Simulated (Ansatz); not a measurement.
# Ni (Fm-3m) in Ansatz: band structure with LDA

Aim: the band structure of Ni with LDA.

All numbers are computed with Ansatz 0.2.0; they aren't measurements. Logs are shortened: lines on timing, memory, paths and dates and some standing lists are left out, and cuts for length are marked.

**1. The crystal as given**

The structure is cubic, space group Fm-3m (No. 225). Conventional cell: a = 3.475 Å, b = 3.475 Å, c = 3.475 Å, α = 90.00°, β = 90.00°, γ = 90.00°. Around Ni (site symmetry m-3m) lie 12 Ni at 2.46 Å.

**2. Band structure, LDA, collinear spin, ferromagnetic start**

Contents of input.yaml:

```yaml
crystal:
  lattice:
    - [0.0, 1.737572933, 1.737572933]
    - [1.737572933, 0.0, 1.737572933]
    - [1.737572933, 1.737572933, 0.0]
  atoms:
    - { symbol: Ni, position: [0.0, 0.0, 0.0], spin: 1.0 }
kpoints:
  mp_grid: { grid: [13, 13, 13] }
  band_path:
    path:
      - [0.0, 0.0, 0.0]
      - [0.5, 0.0, 0.5]
      - [0.5, 0.25, 0.75]
      - [0.375, 0.375, 0.75]
      - [0.0, 0.0, 0.0]
      - [0.5, 0.5, 0.5]
      - [0.625, 0.25, 0.625]
      - [0.5, 0.25, 0.75]
    npoints: 8
scf:
  occupations: { method: fermi_dirac, width: 0.05 }
hamiltonian:
  xc: lda
  pseudopotentials: { kind: all_electron, lapw: { basis_error: 0.001 } }
magnetization:
  spin_polarized: true
output:
  forces: true
  stress: true
  eigenvalues: true
```

Potentials or basis: all-electron LAPW, scalar-relativistic.

Launch:

```console
> ansatz run input.yaml --threads 2 --pin off --max-ram 6144MiB --backend cpu --events-out ev --progress --plain --runs-dir out
```

What it wrote:

```text
Warning: RAYON_NUM_THREADS=2 ignored (pool sized by the plan → 2); use --threads N
LAPW: plane waves up to 9.163 Å⁻¹, error target 1.0e-3 eV per atom; small_component_spin mean_spin; Ni in spheres of 1.229 Å, 18 of its electrons in bands, Dirac shells [] (how accurate: hamiltonian.pseudopotentials.lapw.basis_error, Limitations)
Engine: ansatz 0.2.0, aarch64-unknown-linux-gnu
Pseudopotentials: kind: all_electron
Pseudopotential: Ni, LAPW, valence charge 18, lapw/all_electron/scalar/gaussian/Ni, Koelling and Harmon's equation, gaussian nucleus
Functional definition: SPW92
  exchange = slater_x
  correlation = pw_c
Crystal: 1 atoms, lattice volume = 10.492 Å³
Basis set: ecut = 319.9144405488506 eV, 137 PW (Γ), exchange–correlation at level 2
Bands: 14, of which v1, the nominal top of the filled ones, is band 9 counted from 1 (8 counted from 0)
Symmetry: 48 space group operations
Space group: Fm-3m (ITA 225), of the structure as read, at distance tolerance 2.2e-5 Å
Magnetic group: BNS 225.116 (UNI 1618), of the structure as read, at distance tolerance 2.2e-5 Å
k-points: 84 of 2197
Non-local potential: Ni, projectors of the file, none
Initial density: superposition of atomic densities (chi_scale 0.1, normalization cell)
Starting moments: Σ|m| = 1 μB on 1 of 1 site
Initial wavefunctions: plane waves of lowest kinetic energy (no species holds an atomic orbital)
Functional: x = slater, c = lda
iter 1 solved again at ethr=1.32e-5 eV; its pass at ethr=1.00e-1 eV (dr2=2.38e-3 eV) is discarded
SCF iter   1: F=—  HF=-41316.610213 eV  |F-HF|=—  |Δ(HF+E_count)|=         —  Δρ=1.93e-2 (↑1.83e-2 ↓1.93e-2)  dr2=2.38e-3  dr2_m=3.34e-2  M=0.631 μB ∫|m|=0.665 μB  β_m=0.30  ethr=1.32e-5  ⟨swp⟩=3.8  Hψ=19073  notcnv=0
Mixer restart at iter 1: flushing history
preconditioner: auto → none  [metal: Δε(μ)=0.002 eV  Ē_g=17.235 eV  σ=0.050 eV  W_gap=0.01  n_scr=0 (ndim 8)  ℏωp=36.3 eV  f_vac=0.000  D(μ)=1.63/eV (n_scr^D=26)]
SCF iter   2: F=—  HF=-41316.610765 eV  |F-HF|=—  |Δ(HF+E_count)|=   5.52e-4  Δρ=1.35e-2 (↑1.30e-2 ↓1.35e-2)  dr2=9.65e-4  dr2_m=1.66e-2  M=0.629 μB ∫|m|=0.668 μB  β_m=0.64  ethr=1.32e-5  ⟨swp⟩=2.0  Hψ=6288  notcnv=0
SCF iter   3: F=—  HF=-41316.617016 eV  |F-HF|=—  |Δ(HF+E_count)|=   6.25e-3  Δρ=1.00e-3 (↑1.00e-3 ↓9.77e-4)  dr2=1.35e-4  dr2_m=2.42e-5  M=0.620 μB ∫|m|=0.676 μB  β_m=0.47  ethr=5.36e-6  ⟨swp⟩=2.2  Hψ=6721  notcnv=0
iter 4 solved again at ethr=3.50e-8 eV; its pass at ethr=7.51e-7 eV (dr2=6.31e-6 eV) is discarded
SCF iter   4: F=—  HF=-41316.613420 eV  |F-HF|=—  |Δ(HF+E_count)|=         —  Δρ=3.99e-4 (↑2.66e-4 ↓3.99e-4)  dr2=6.30e-6  dr2_m=7.96e-6  M=0.622 μB ∫|m|=0.679 μB  β_m=0.71  ethr=3.50e-8  ⟨swp⟩=2.0  Hψ=11141  notcnv=0
the basis was enlarged: its passes take 666.9 KiB over the memory plan, 2 of 2 planned eigensolver slots
SCF iter   5: F=—  HF=-41316.613478 eV  |F-HF|=—  |Δ(HF+E_count)|=   5.75e-5  Δρ=1.62e-4 (↑1.16e-4 ↓1.62e-4)  dr2=4.62e-7  dr2_m=1.65e-6  M=0.622 μB ∫|m|=0.680 μB  β_m=0.85  ethr=3.50e-8  ⟨swp⟩=2.5  Hψ=6411  notcnv=0
SCF iter   6: F=—  HF=-41316.613494 eV  |F-HF|=—  |Δ(HF+E_count)|=   1.56e-5  Δρ=1.66e-5 (↑1.40e-5 ↓1.66e-5)  dr2=5.01e-10  dr2_m=2.22e-8  M=0.622 μB ∫|m|=0.681 μB  β_m=0.92  ethr=2.57e-9  ⟨swp⟩=3.0  Hψ=6859  notcnv=0
SCF iter   7: F=—  HF=-41316.613494 eV  |F-HF|=—  |Δ(HF+E_count)|=   1.76e-7  Δρ=1.25e-6 (↑6.21e-7 ↓1.25e-6)  dr2=1.67e-10  dr2_m=1.20e-11  M=0.622 μB ∫|m|=0.682 μB  β_m=0.96  ethr=2.79e-12  ⟨swp⟩=3.7  Hψ=7616  notcnv=0
SCF iter   8: F=-41316.613494 eV  HF=-41316.613494 eV  |F-HF|=7.28e-11  |Δ(HF+E_count)|=   2.59e-9  Δρ=1.55e-7 (↑1.55e-7 ↓9.49e-8)  dr2=1.21e-12  dr2_m=9.97e-13  M=0.622 μB ∫|m|=0.682 μB  ethr=1.00e-12  ⟨swp⟩=2.4  Hψ=6395  notcnv=0
SCF 1 converged in 8 iterations: F = -41316.613494 eV  dr2 = 1.21e-12
NSCF: frozen V_eff on 57 k-points
SCF converged after 8 iterations
Magnetization: 0.6224 μB (9.3112 up, 8.6888 down)
Absolute magnetization: 0.6817 μB (∫|ρ↑−ρ↓|)
Spin contamination: 0.0041 ħ² per cell (⟨S²⟩ above its minimum at these occupations)
Per-site moments (μB) at R_I (Å): [(0.6398111466258278, 1.2286495854221868)]
Free energy (F): -41316.613494 eV
Harris-Foulkes:  -41316.613494 eV  (|F-HF|=7.28e-11)
Internal energy: -41316.600339 eV  (E = F + TS)
E sigma→0 (E₀):  -41316.606916 eV
Entropy (-TS):   -0.013155 eV (-13.155 meV/atom)
Fermi energy:    18.683831 eV
--- Per-component energies (eV) ---
  E_band       = -272.195988
  E_kinetic    = 41958.610014
  E_xc         = -1663.361888
  E_electrostatic = -81611.848465  (all electrons and nuclei)
  E_smearing   = -0.013155  (= −TS)
  E_closure    = 0.000000  (closes the sum)
  E_atoms      = -41308.350595  (free atoms, spherical and without spin; not in F)
  Σ components = -41316.613494   (vs F -41316.613494, Δ=0.00e0)
  Basis errors (estimates in eV, not in F): energy 2.0e-4 per atom: plane waves 1.7e-4 (1.2e-4 summed), levels above the bands 3.3e-209, relativity 3.0e-9, radial functions 2.7e-5, core shells 3.5e-10; eigenvalues (radial functions only) 5.6e-6; not estimated: angular momenta, meshes, grids; target (lapw.basis_error) 1.0e-3; muffin-tin radii Ni 1.229 Å
--- Forces (eV/Å), atoms counted from 1 ---
  atom   1  Ni     0.00000000    -0.00000000    -0.00000000
  max |Σ_I F_I| component: 9.86e-32 eV/Å
--- Stress (GPa, compression-positive) ---
      -10.294360      -0.000000       0.000000
       -0.000000     -10.294360       0.000000
        0.000000       0.000000     -10.294360
  P = ⅓ Tr σ = -10.2944 GPa (-102.944 kbar)
--- Band table (eV; the first three rows and the last of 168) ---
  k-point 0 ↑: bands = ["-84.1681", "-44.8307", "-44.8307", "-44.8307", "9.3164", "16.1818", "16.1818", "16.1818", "17.4091", "17.4091", "42.5236", "46.6105", "46.6105", "46.6105"]
  k-point 1 ↑: bands = ["-84.1657", "-44.8455", "-44.8328", "-44.8328", "9.5540", "16.1178", "16.2360", "16.2360", "17.3864", "17.3864", "41.6859", "44.3793", "46.0824", "46.0824"]
  k-point 2 ↑: bands = ["-84.1591", "-44.8866", "-44.8387", "-44.8387", "10.2448", "15.9623", "16.3566", "16.3566", "17.3591", "17.3591", "38.2939", "43.4562", "45.2531", "45.2531"]
  k-point 83 ↓: bands = ["-83.3287", "-44.2559", "-44.2339", "-44.1669", "15.1394", "15.8580", "16.1786", "17.9384", "19.0170", "25.4653", "27.4916", "29.6745", "30.6102", "48.4153"]
```

bands.tsv:

```text
# k_distance	band_0_up	band_1_up	band_2_up	band_3_up	band_4_up	band_5_up	band_6_up	band_7_up	band_8_up	band_9_up	band_10_up	band_11_up	band_12_up	band_13_up	band_0_dn	band_1_dn	band_2_dn	band_3_dn	band_4_dn	band_5_dn	band_6_dn	band_7_dn	band_8_dn	band_9_dn	band_10_dn	band_11_dn	band_12_dn	band_13_dn
# fermi_ev = 18.683831
[... 67 lines left out ...]
8.501327	-102.796784	-63.691115	-63.677530	-63.611579	-3.977293	-3.351541	-3.043466	-1.341071	-0.386939	7.414207	8.158361	10.294791	11.481652	29.641014	-102.012123	-62.935791	-62.921764	-62.853703	-3.562495	-2.806644	-2.495754	-0.755698	0.372947	7.651366	8.392010	10.535833	11.648758	29.744544
8.581232	-102.796724	-63.684203	-63.684203	-63.612296	-3.970997	-3.200148	-3.200148	-1.352084	-0.379250	7.870634	7.870634	10.214308	11.315211	30.704299	-102.012062	-62.928653	-62.928653	-62.854445	-3.555805	-2.653588	-2.653588	-0.767565	0.381126	8.104197	8.104197	10.458241	11.483171	30.801259
```

Run time: 8.6 s. Hardware: 2 threads of Arm Neoverse V1, shared host; peak memory 0.33 GiB.

What came out:

| Property | Result |
| --- | --- |
| Free energy | -41316.6135 eV |
| Pressure | -10.3 GPa |
| Band gap along the path | none (metal or under the smearing width) |
| Net moment | 0.62 μB per cell |
| Absolute moment | 0.68 μB per cell |
| Site moments | Ni +0.64 μB |

Levels at the corners of the path, in eV from the Fermi level:
Spin up:
```tsv
point	band 7	band 8	band 9	band 10	band 11	band 12
Γ	-2.50	-2.50	-1.27	-1.27	23.84	27.93
X	-0.51	-0.38	-0.38	2.36	9.51	14.97
W	-3.20	-1.35	-0.38	7.87	7.87	10.21
K	-2.18	-1.11	-0.66	5.82	7.43	10.20
Γ	-2.50	-2.50	-1.27	-1.27	23.84	27.93
L	-2.51	-0.54	-0.54	-0.43	5.88	22.39
U	-2.18	-1.11	-0.66	5.82	7.43	10.20
W	-3.20	-1.35	-0.38	7.87	7.87	10.21
```
Spin down:
| point | band 5 | band 6 | band 7 | band 8 | band 9 | band 10 | band 11 | band 12 |
| --- | --- | --- | --- | --- | --- | --- | --- | --- |
| Γ | -9.32 | -1.84 | -1.84 | -1.84 | -0.66 | -0.66 | 23.82 | 27.98 |
| X | -4.53 | -3.85 | 0.13 | 0.38 | 0.38 | 2.41 | 9.81 | 15.04 |
| W | -3.56 | -2.65 | -2.65 | -0.77 | 0.38 | 8.10 | 8.10 | 10.46 |
| K | -3.74 | -3.40 | -1.62 | -0.50 | 0.09 | 6.07 | 7.66 | 10.44 |
| Γ | -9.32 | -1.84 | -1.84 | -1.84 | -0.66 | -0.66 | 23.82 | 27.98 |
| L | -4.68 | -1.91 | -1.91 | -0.40 | 0.16 | 0.16 | 6.30 | 22.35 |
| U | -3.74 | -3.40 | -1.62 | -0.50 | 0.09 | 6.07 | 7.66 | 10.44 |
| W | -3.56 | -2.65 | -2.65 | -0.77 | 0.38 | 8.10 | 8.10 | 10.46 |
